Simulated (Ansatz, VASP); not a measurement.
**Sn in VASP and in Ansatz**

File INCAR:

```
PREC     = Accurate       # precision mode
ENCUT    = 520            # plane-wave cutoff, eV
EDIFF    = 1E-7           # SCF threshold, eV
ISMEAR   = 0              # smearing method
SIGMA    = 0.15           # smearing width, eV
LREAL    = False          # projectors in reciprocal space
LASPH    = True           # aspherical terms in the spheres
NELM     = 100            # most SCF steps
ALGO     = Normal         # electronic algorithm
ISIF     = 2              # what is computed and relaxed
LWAVE    = False          # write WAVECAR
LCHARG   = False          # write CHGCAR
GGA      = PS             # functional
NBANDS   = 13             # bands
```

The input KPOINTS:

```
Automatic mesh
0
Gamma
  20 20 20
```

The input POSCAR:

```
Sn
1.0
   -1.8946518192      1.8946518192      1.8946518192
    1.8946518192     -1.8946518192      1.8946518192
    1.8946518192      1.8946518192     -1.8946518192
Sn
1
Direct
    0.0000000000      0.0000000000      0.0000000000
```

Input for Ansatz:

```yaml
crystal:
  lattice:
    - [-1.8946518192, 1.8946518192, 1.8946518192]
    - [1.8946518192, -1.8946518192, 1.8946518192]
    - [1.8946518192, 1.8946518192, -1.8946518192]
  atoms:
    - { symbol: Sn, position: [0.0, 0.0, 0.0] }
basis:
  ecutwfc: 420
kpoints:
  mp_grid: { grid: [20, 20, 20] }
hamiltonian:
  xc: pbesol
scf:
  occupations: { method: gaussian, width: 0.15 }
output:
  forces: true
  stress: true
  eigenvalues: true
```

This isn't the form of Sn at room conditions, which is tetragonal (white tin).

Alike in both runs: task single point; functional PBEsol; k mesh 20 × 20 × 20; occupations gaussian, width 0.15 eV; no spin polarisation.

|  | VASP | Ansatz |
| --- | --- | --- |
| version | VASP 6.6.1 | Ansatz 0.2.0 |
| potentials or method | VASP PAW PBE potentials, release 64 (Sn_d) | scalar-relativistic, plane waves, PAW |
| plane-wave cutoff (eV) | 520 | 420 |
| valence electrons in the cell | 14 | 14 |

|  | VASP | Ansatz | Ansatz less VASP |
| --- | --- | --- | --- |
| gap on the k mesh at the Fermi level (eV) | none | none | - |
| pressure (GPa) | -2.2 | -2.2 | +0.06 |

A gap of «none» marks a metal or a gap that the smearing closes.

Caveats: the PAW data sets were made with another functional, which shifts forces and pressure a little (VASP).
